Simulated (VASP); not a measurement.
HfS2:

```
CELL_PARAMETERS angstrom
3.63966 0.00000 0.00000
-1.81983 3.15204 0.00000
0.00000 0.00000 6.05556
ATOMIC_POSITIONS crystal
Hf 0.00000 0.00000 0.00000
S 0.66667 0.33333 0.76395
S 0.33333 0.66667 0.23605
```

The cell is a database's computed one.

```yaml
Program: VASP 6.6.1
Task: relaxation of cell and atoms
Functional: rev-vdW-DF2
Potentials_or_basis: VASP PAW PBE potentials, release 64 (Hf_pv, S)
Cutoff: 600 eV
k_mesh: 9 × 9 × 5
Occupations: gaussian, width 0.03 eV
Spin: no spin polarisation
```

At the start: pressure -0.3 GPa; volume 23.16 Å³/atom.

Where does the relaxation end?

Over 10 steps the energy falls by 5.9 meV/atom and the volume is 21.98 Å³/atom (-5.1 %); space group P-3m1 (No. 164, to 0.05 Å).

Step by step:
```csv
step,energy change (eV),largest force (eV/Å),pressure (GPa),volume (Å³)
1,0.0000,0.2067,-0.30,69.47
2,-0.0047,0.1408,-0.21,69.04
3,-0.0067,0.0531,-0.10,68.48
4,-0.0096,0.0500,-0.06,68.07
5,-0.0157,0.0399,0.10,66.83
6,-0.0124,0.0062,0.67,64.36
7,-0.0173,0.0473,0.31,66.03
8,-0.0173,0.0439,0.35,65.81
9,-0.0107,0.2466,-1.72,66.62
10,-0.0176,0.0027,0.02,65.94
```

Final structure:
```yaml
crystal:
  lattice:
    - [3.61381, 0.00000, 0.00000]
    - [-1.80690, 3.12965, 0.00000]
    - [0.00000, 0.00000, 5.83011]
  atoms:
    - { symbol: Hf, position: [0.00000, 0.00000, 0.00000] }
    - { symbol: S, position: [0.66667, 0.33333, 0.75070] }
    - { symbol: S, position: [0.33333, 0.66667, 0.24930] }
```

Caveat: the PAW data sets were made with another functional, which shifts forces and pressure a little.
